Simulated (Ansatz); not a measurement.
# ZnS (wurtzite type): optical response by level, part 1 of 2

Aim: the dielectric function of ZnS (wurtzite type) in the independent-particle picture, and how it depends on the functional and on the gap. Plan: HSE06 for the gap; optics with PBE on 6×6×4; optics with r2SCAN on 6×6×4; optics with PBE and scissors to the HSE06 gap on 6×6×4.

Computed with Ansatz 0.2.0 (plane waves, PAW; no local fields, no excitons, unless a step's input says otherwise).

1 further run of the same task is left out (it didn't finish).

### Step 1. The system as given

It takes space group P6_3mc (No. 186, hexagonal). The conventional cell has a = 3.805 Å, b = 3.805 Å, c = 6.244 Å, α = 90.00°, β = 90.00°, γ = 120.00°. Zn (site symmetry 3m) has 4 S at 2.33 to 2.34 Å as nearest neighbours. S (site symmetry 3m) is surrounded by 4 Zn at 2.33 to 2.34 Å.

Coordinates:

```
Zn S
1.0
     3.80545    0.00000    0.00000
    -1.90273    3.29562    0.00000
     0.00000    0.00000    6.24399
Zn S
2 2
Direct
  0.33333 0.66667 0.00034
  0.66667 0.33333 0.50034
  0.33333 0.66667 0.37466
  0.66667 0.33333 0.87466
```

The cell was relaxed beforehand with r2SCAN; those runs aren't shown.

### Step 2. A hybrid for the gap

Contents of input.yaml:

```yaml
crystal:
  lattice:
    - [3.8054508206, 0.0, 0.0]
    - [-1.9027254103, 3.2956170835, 0.0]
    - [0.0, 0.0, 6.2439930788]
  atoms:
    - { symbol: Zn, position: [0.3333333333, 0.6666666667, 0.0003381272] }
    - { symbol: Zn, position: [0.6666666667, 0.3333333333, 0.5003381272] }
    - { symbol: S, position: [0.3333333333, 0.6666666667, 0.3746618728] }
    - { symbol: S, position: [0.6666666667, 0.3333333333, 0.8746618728] }
kpoints:
  mp_grid: { grid: [6, 6, 2] }
  band_path:
    path:
      - [0.0, 0.0, 0.0]
      - [0.5, 0.0, 0.0]
      - [0.3333333333, 0.3333333333, 0.0]
      - [0.0, 0.0, 0.5]
      - [0.5, 0.0, 0.5]
      - [0.3333333333, 0.3333333333, 0.5]
    npoints: 1
hamiltonian:
  xc: hse06
scf:
  occupations: { method: fixed }
  n_extra_bands: 5
output:
  forces: true
  stress: true
  eigenvalues: true
  write_density: true
  write_potential: true
  elf: true
  volumetric_format: npy
```

Launch:

```bash
$ ansatz run input.yaml --threads 4 --pin off --max-ram 3686MiB --backend cpu --events-out ev --progress --plain --runs-dir out
```

Log, shortened:

```text
Warning: output.stress: scf.convergence.dr2_threshold = 1e-7 eV (the SCF's general default) is looser than the 4e-10 eV advised for a printed stress (1e-10 eV for each atom of the cell: 4). What an SCF threshold leaves in a stress goes as its square root, and in the free energy as the [...]
Warning: output.stress: scf.exx.energy_threshold = 1e-6 eV is looser than the 4e-8 eV advised for a stress under a hybrid functional (1e-8 eV for each atom of the cell: 4). Every SCF of the exchange loop can meet its threshold on dr2 while the loop round them stops early: no threshold on [...]
Warning: RAYON_NUM_THREADS=4 ignored (pool sized by the plan → 4); use --threads N
scf.n_extra_bands = 5 over 18 filled bands (N_el = 36.0): the run solves 23 bands
[...]
Pseudopotentials: kind: paw
Pseudopotential: Zn, paw, valence charge 12, recommended cutoff 420 eV (normal), Zn.paw.azcp
Pseudopotential: S, paw, valence charge 6, recommended cutoff 420 eV (normal), S.paw.azcp
Functional definition: HSE06
[...]
davidson cushion auto → on  (no smearing: the cushion is to keep the highest requested band from converging to the state above it; pin scf.eigensolver.cushion to override)
Crystal: 4 atoms, lattice volume = 78.308 Å³
Basis set: ecut = 420 eV, 1521 PW (Γ), exchange–correlation on 54×54×90 points (8 copies of the dense FFT grid, shifted against one another)
Bands: 23, of which v1, the nominal top of the filled ones, is band 18 counted from 1 (17 counted from 0)
Symmetry: 12 space group operations
Space group: P63mc (ITA 186), of the structure as read, at distance tolerance 4.3e-5 Å
k-points: 14 of 72
[...]
SCF iter   1: F=—  HF=-8445.438828 eV  |F-HF|=—  |Δ(HF+E_count)|=         —  Δρ=1.56e-3  dr2=1.74e-3  ethr=1.77e-3  ⟨swp⟩=9.9  Hψ=1757  notcnv=0
[...]
SCF 1 stopped early in 3 iterations: F = -8445.439834 eV  dr2 = 1.80e-5
[...]
Frozen-core exchange: fock
[...]
SCF 2 stopped early in 8 iterations: F = -8446.795592 eV  dr2 = 1.52e-6
[...]
hybrid outer 1: dexx = +2.168e-2 eV, tail = 7.78e-5 eV
[...]
Frozen-core exchange: fock
[...]
SCF iter   7: F=-8446.794427 eV  HF=-8446.794427 eV  |F-HF|=1.09e-10  |Δ(HF+E_count)|=   1.39e-8  Δρ=4.55e-7  dr2=3.19e-10  ethr=1.00e-12  ⟨swp⟩=5.5  Hψ=974  notcnv=0
[...]
hybrid outer 2: dexx = +2.299e-6 eV, tail = 2.65e-8 eV, Δε = 3.58e-3 eV (about 8.03e-5 eV left of the loop's levels), ΔF = 2.04e-4 eV/Å (tail 6.27e-5)
NSCF: frozen V_eff on 6 k-points
hybrid SCF converged: 2 outer / 15 inner (+3 warm-up), last move |dexx| = 2.30e-6 eV, tail = 2.65e-8 eV
Stability not checked: this state was not tested for a lower state beside it, because the functional holds exact exchange (a hybrid, or Hartree-Fock), whose exchange loop this test does not read (fock_operator; see scf.lower_state_search)
Free energy (F): -8446.794427 eV
Frozen-core exchange: fock
[...]
E sigma→0 (E₀):  -8446.794427 eV
Fermi energy:    5.174495 eV
[...]
--- Forces (eV/Å), atoms counted from 1 ---
  atom   1  Zn     0.00000000    -0.00000000    -0.00116246
  atom   2  Zn     0.00000000     0.00000000    -0.00116246
  atom   3  S      0.00000000    -0.00000000     0.00114198
  atom   4  S      0.00000000     0.00000000     0.00114198
[...]
--- Stress (GPa, compression-positive) ---
        1.615279       0.000000      -0.000000
       -0.000000       1.615279       0.000000
       -0.000000       0.000000       1.471584
  P = ⅓ Tr σ = 1.5674 GPa (15.674 kbar)
--- Band table (eV; the first three rows and the last of 14) ---
  k-point 0: bands = ["-9.2262", "-8.2221", "-2.7667", "-2.7531", "-2.7531", "-2.6752", "-2.6752", "-2.3580", "-2.3580", "-2.2896", "-2.2896", "-2.0868", "-0.5066", "4.2185", "4.2185", "5.0861", "5.1745", "5.1745", "8.6200", "9.5220", "12.7652", "12.7652", "13.0338"]
[...]
```

Run time: 34 s. Hardware: 4 threads of Arm Neoverse V1, shared host; peak memory 1.1 GiB.

HSE06 puts the least direct gap over the mesh and the named points at 3.446 eV, and the least gap at 3.446 eV.

### Step 3. Optics, PBE

Contents of input.yaml:

```yaml
crystal:
  lattice:
    - [3.8054508206, 0.0, 0.0]
    - [-1.9027254103, 3.2956170835, 0.0]
    - [0.0, 0.0, 6.2439930788]
  atoms:
    - { symbol: Zn, position: [0.3333333333, 0.6666666667, 0.0003381272] }
    - { symbol: Zn, position: [0.6666666667, 0.3333333333, 0.5003381272] }
    - { symbol: S, position: [0.3333333333, 0.6666666667, 0.3746618728] }
    - { symbol: S, position: [0.6666666667, 0.3333333333, 0.8746618728] }
kpoints:
  mp_grid: { grid: [6, 6, 4] }
hamiltonian:
  xc: pbe
scf:
  occupations: { method: fixed }
output:
  optics:
    e_range: [0, 14]
    de: 0.05
    sigma: 0.1
    bands: { spectra_wanted_up_to: 14 }
  write_density: true
  write_potential: true
  elf: true
  volumetric_format: npy
```

Launch:

```bash
$ ansatz run input.yaml --threads 4 --pin off --max-ram 3686MiB --backend cpu --events-out ev --progress --plain --runs-dir out
```

Log:

```text
Warning: RAYON_NUM_THREADS=4 ignored (pool sized by the plan → 4); use --threads N
Engine: ansatz 0.2.0, aarch64-unknown-linux-gnu
[... 3 set-up lines as earlier in the session ...]
Functional definition: PBE
  parameter kappa = 0.804
  parameter beta = 0.06672455060314922
  exchange = pbe_x(kappa = kappa, mu = beta*pi^2/3)
  correlation = pbe_c(beta = beta)
Crystal: 4 atoms, lattice volume = 78.308 Å³
Basis set: ecut = 420 eV, 1521 PW (Γ)
Bands: 22, of which v1, the nominal top of the filled ones, is band 18 counted from 1 (17 counted from 0)
[... 2 set-up lines as earlier in the session ...]
k-points: 21 of 144 (time reversal used)
Non-local potential: Zn, projectors of the file, l = 0: 2, l = 1: 2, l = 2: 3, l = 3: 1
Non-local potential: S, projectors of the file, l = 0: 2, l = 1: 2, l = 2: 2
PAW form: soft (Blöchl's): semilocal exchange-correlation on the pseudo side does not see the compensation charge
PAW one-centre angular grid: Zn, 590 points (default); XC on 64 Gauss nodes
PAW one-centre angular grid: S, 110 points (default); XC on 64 Gauss nodes
Initial density: superposition of atomic densities (neutral atoms: chi_scale 0, normalization atom), corrected by the library's trained network
Initial wavefunctions: pseudopotential atomic-orbital guess
Functional: x = pbe(κ = 0.804, μ = 0.2195149727645171), c = pbe(β = 0.06672455060314922)
SCF iter   1: F=—  HF=-8445.437295 eV  |F-HF|=—  |Δ(HF+E_count)|=         —  Δρ=4.60e-4  dr2=1.50e-4  ethr=1.77e-3  ⟨swp⟩=5.0  Hψ=1968  notcnv=0  defer=39
preconditioner: auto → Resta (q_TF=auto, 2.397 Å⁻¹)  ε∞=6.6  [insulator: Δε(μ)=2.209 eV  Ē_g=10.671 eV  n_scr=22 (ndim 8)  ℏωp=25.2 eV  f_vac=0.038  ε∞_Penn≈6.6]
SCF iter   2: F=—  HF=-8445.437576 eV  |F-HF|=—  |Δ(HF+E_count)|=   2.81e-4  Δρ=4.08e-4  dr2=1.01e-4  ethr=4.18e-7  ⟨swp⟩=2.6  Hψ=1135  notcnv=0  defer=39
SCF iter   3: F=—  HF=-8445.437654 eV  |F-HF|=—  |Δ(HF+E_count)|=   7.76e-5  Δρ=1.21e-4  dr2=1.07e-5  ethr=2.80e-7  ⟨swp⟩=2.0  Hψ=800  notcnv=0  defer=39
SCF iter   4: F=—  HF=-8445.437663 eV  |F-HF|=—  |Δ(HF+E_count)|=   9.82e-6  Δρ=6.69e-5  dr2=3.92e-6  ethr=2.96e-8  ⟨swp⟩=2.0  Hψ=840  notcnv=0  defer=3
SCF iter   5: F=—  HF=-8445.437662 eV  |F-HF|=—  |Δ(HF+E_count)|=   8.90e-7  Δρ=2.24e-5  dr2=3.28e-7  ethr=1.09e-8  ⟨swp⟩=2.1  Hψ=746  notcnv=0
SCF iter   6: F=—  HF=-8445.437664 eV  |F-HF|=—  |Δ(HF+E_count)|=   1.32e-6  Δρ=9.52e-6  dr2=5.66e-8  ethr=9.11e-10  ⟨swp⟩=2.6  Hψ=842  notcnv=0
SCF iter   7: F=—  HF=-8445.437664 eV  |F-HF|=—  |Δ(HF+E_count)|=   1.11e-8  Δρ=2.56e-6  dr2=4.36e-9  ethr=1.57e-10  ⟨swp⟩=3.0  Hψ=894  notcnv=0
SCF iter   8: F=—  HF=-8445.437664 eV  |F-HF|=—  |Δ(HF+E_count)|=  1.36e-10  Δρ=6.07e-7  dr2=3.22e-10  ethr=1.21e-11  ⟨swp⟩=3.0  Hψ=895  notcnv=0
SCF iter   9: F=-8445.437664 eV  HF=-8445.437664 eV  |F-HF|=7.28e-12  |Δ(HF+E_count)|=  2.73e-11  Δρ=1.27e-7  dr2=7.84e-12  ethr=1.00e-12  ⟨swp⟩=2.4  Hψ=1861  notcnv=0
SCF 1 converged in 9 iterations: F = -8445.437664 eV  dr2 = 7.84e-12
NSCF: frozen V_eff on 21 k-points
Optics k sum: 0 of 21 k-points
[...]
output.optics: what the bands over the 44 summed would add to eps1, eps2 and the energy-loss function is held between a lower and an upper bound (8 Lanczos steps). eps1, eps2 and their loss function (loss_summed_bands) are given on every row as the summed bands alone make them. Along an axis, on a row where the two bounds hold the loss function to about 1 % of the greater of itself and 0.5 % of |1/eps|, its cell (loss_completed) is given, with the completed eps1 and eps2 that it is formed of (a cell that is left empty reads nan in the table and null in the record). The two bounds hold it so along every axis on all 281 rows up to 14.000 eV. The run works to bound the rows up to 14.000 eV and no higher ones: a peak of the loss function over that energy may be left empty with no warning. To have the run work for it, set output.optics.bands.spectra_wanted_up_to to a higher energy. perfect_screening_sum, loss_f_sum_n_eff and, beside carriers, perfect_screening_limit are those of loss_summed_bands: over the bounded function the two sums would run over rows that are not all bounded, and lack what the bands left out lay past the top of the energy grid. Bounded is said of the bands left out alone, which are those that the basis at basis.ecutwfc holds: it says nothing of that cutoff, of the k-point mesh, of what the sum inside its cells errs by (eps2_relative_error), of the factors of all_electron_strengths, nor of how far the SCF is converged. The bands left out are taken at the k-points, and what their mean over the points' cells stands off that by is in neither bound: the run's estimate of it, which the test of a row counts in, is 0.02 % of |eps| at the most among the values given; where the mean stood off by over 0.5 % the points' spread read 0.1 to 3 times that
SCF converged after 9 iterations
Free energy (F): -8445.437664 eV
Harris-Foulkes:  -8445.437664 eV  (|F-HF|=7.28e-12)
Internal energy: -8445.437664 eV  (E = F + TS)
E sigma→0 (E₀):  -8445.437664 eV
Fermi energy:    5.906866 eV
--- Per-component energies (eV) ---
  E_band       = 12.915793
  E_kinetic    = 477.246354
  E_local      = -4077.919036  (includes V_loc(G=0)·N_el)
  E_nonlocal   = 1285.424574
  E_hartree    = 1706.061924
  E_xc         = -469.099838
  E_vxc        = -279.508870  (∫ρ·V_xc dr)
  E_paw        = -4856.945589  (= ΣΔE_a)
  E_vpaw       = -804.450253  (= ΣTr[D̂ρ^β])
  E_aug_tail   = -0.000747  (compensation charges beyond the density's cutoff)
  E_ewald      = -2510.205308
  E_smearing   = -0.000000  (= −TS)
  E_closure    = 0.000000  (closes the sum)
  Σ components = -8445.437664   (vs F -8445.437664, Δ=0.00e0)
--- Band table (eV; the first three rows and the last of 21) ---
  k-point 0: bands = ["-7.3160", "-6.3705", "-0.4665", "-0.4524", "-0.4524", "-0.3688", "-0.3688", "-0.0016", "-0.0016", "0.0768", "0.0768", "0.2298", "0.5398", "5.0079", "5.0079", "5.8244", "5.9069", "5.9069", "8.1196", "9.0123", "12.1911", "12.1911"]
  k-point 1: bands = ["-7.1964", "-6.5320", "-0.4735", "-0.4440", "-0.4440", "-0.3851", "-0.3851", "-0.2319", "0.0128", "0.0128", "0.0684", "0.0684", "1.5062", "4.7250", "5.1298", "5.1298", "5.7640", "5.7640", "9.0173", "9.1647", "12.1420", "12.2862"]
  k-point 2: bands = ["-6.8847", "-6.8847", "-0.4431", "-0.4431", "-0.4184", "-0.4184", "-0.4184", "-0.4184", "0.0435", "0.0435", "0.0435", "0.0435", "3.0288", "3.0288", "5.4365", "5.4365", "5.4365", "5.4365", "9.4706", "9.4706", "12.6436", "12.6436"]
  k-point 20: bands = ["-6.1197", "-6.1197", "-0.3285", "-0.3285", "-0.2904", "-0.2904", "-0.0755", "-0.0755", "-0.0006", "-0.0006", "0.3743", "0.3743", "1.1413", "1.1413", "2.8469", "2.8469", "4.5429", "4.5429", "10.3984", "10.3984", "12.2298", "12.2298"]
```

Wall time 25 s (4 threads of Arm Neoverse V1, shared host); peak memory 0.69 GiB.

optics.tsv begins:

```
# eps_inf(xx yy zz) = 6.206615 6.206615 6.315418
# eps_inf_bands = all
# eps_inf_summed_bands(xx yy zz) = 6.121863 6.121863 6.230809
# eps_inf_completed(xx yy zz) = 6.206615 6.206615 6.315418
# eps2_relative_error = 0.0009
# eps_inf_relative_error = 0.0038
# f_sum_n_eff(xx yy zz) = 16.431968 16.431968 16.429236 of n_electrons = 36.000000
# n_bands = 44
# n_bands_set_by = photon_energy
# valid_up_to_ev = 21.792131
# least_direct_gap_ev = 2.212756e0 at k(fractional) = 0.000000 0.000000 0.000000, k_point = 0, channel = 0, bands = 17 18 (counted from 0)
```

The dielectric function from optics.tsv (yy equals xx), one row in 9 (narrow peaks fall between the rows):

```csv
E (eV),ε₂ xx,ε₂ zz,ε₁ xx,ε₁ zz
2.00,0.00,0.00,7.03,7.14
2.45,0.63,0.59,7.62,7.94
2.90,0.95,1.08,7.79,8.06
3.35,1.18,1.39,8.31,8.48
3.80,1.53,1.75,9.50,9.32
4.25,3.90,2.46,10.28,11.16
4.70,6.54,9.77,10.02,14.39
5.15,8.89,11.42,10.03,7.86
5.60,9.07,11.43,5.81,3.80
6.05,10.47,7.08,2.41,2.14
6.50,8.24,8.55,3.65,3.72
6.95,12.81,11.77,0.47,-1.00
7.40,8.44,7.58,-1.82,-1.58
7.85,6.50,7.17,-2.13,-1.85
8.30,5.92,5.83,-1.62,-2.91
8.75,4.83,4.62,-3.33,-3.12
9.20,3.42,3.04,-2.35,-2.28
9.65,3.13,2.94,-1.75,-1.36
10.10,3.37,3.63,-1.73,-1.69
10.55,2.77,2.94,-2.19,-2.21
11.00,1.95,1.94,-2.08,-2.13
11.45,1.54,1.50,-1.49,-1.51
11.90,1.51,1.54,-1.34,-1.37
12.35,1.25,1.19,-1.28,-1.32
12.80,1.04,0.96,-0.93,-0.91
13.25,1.13,1.06,-0.91,-0.79
13.70,0.81,0.90,-0.83,-0.72
```

Tallest peaks of ε₂ (mean of the periodic axes): 11.6 at 5.35 eV, 11.0 at 5.85 eV, 12.6 at 6.90 eV.

(Continued in part 2 of 2.)
